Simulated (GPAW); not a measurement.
Set up this calculation in GPAW 26.7.0, as an ASE script.

| Item | Value |
| --- | --- |
| Task | single point |
| Functional | PBE |
| Potentials or basis | GPAW PAW data sets (gpaw-data 1.2.1) |
| Cutoff | 600 eV |
| Basis | pw |
| k mesh | 8 × 8 × 5 |
| Occupations | gaussian, width 0.011 eV |
| Spin | no spin polarisation |
| Maxiter | 150 |

The structure of SnSe2 lies in SnSe2.xyz:

```xyz
3
Lattice="3.8110000000 0.0000000000 0.0000000000 -1.9055000000 3.3004228138 0.0000000000 0.0000000000 0.0000000000 6.1360000000" Properties=species:S:1:pos:R:3 pbc="T T T"
Sn     0.0000000000      0.0000000000      0.0000000000
Se     1.9055000002      1.1001409378      4.6081360000
Se    -0.0000000002      2.2002818760      1.5278640000
```

The input as run:

run.py

```python
from ase.dft.bandgap import bandgap
from ase.io import read, write
from ase.units import GPa
from gpaw import GPAW, PW

atoms = read('SnSe2.xyz')

calc = GPAW(mode=PW(600),
            xc='PBE',
            kpts={'size': (8, 8, 5), 'gamma': True},
            occupations={'name': 'methfessel-paxton', 'order': 0, 'width': 0.011},
            nbands=24,
            convergence={'density': 1e-05, 'energy': 1e-05},
            maxiter=150,
            txt='gpaw.txt')
atoms.calc = calc
energy = atoms.get_potential_energy()
forces = atoms.get_forces()
stress = atoms.get_stress()
calc.write('gs.gpw')
write('result.traj', atoms)
print(f'Energy: {energy:.6f} eV')
print('Forces (eV/A):')
print(forces.round(4))
print('Stress (GPa):', (stress / GPa).round(3))
print('Fermi level:', round(calc.get_fermi_level(), 4), 'eV')
print(f'Gap: {bandgap(calc)[0]:.4f} eV, direct: {bandgap(calc, direct=True)[0]:.4f} eV')
```

Potentials or basis: GPAW PAW data sets (gpaw-data 1.2.1), pw.

Launch:

```console
$ OMP_NUM_THREADS=1 python run.py
```

Results of the run:

```
Pressure               : 5.3 GPa
Largest force          : 0.760 eV/Å
Band gap on the k mesh : 0.82 eV, indirect (least direct gap 1.11 eV)
```

Caveat: spin-orbit coupling is left out, which moves the levels of the heavy elements; an odd mesh through Γ misses points on the zone boundary, where band edges often lie; this functional lacks dispersion, which binds the layers, so the pressure and a relaxed spacing across them are unreliable.

It took 46 s on 1 thread of Intel(R) Xeon(R) Platinum 8259CL CPU @ 2.50GHz (Skylake/Cascade Lake), with other jobs on the host, peak memory 0.22 GiB.
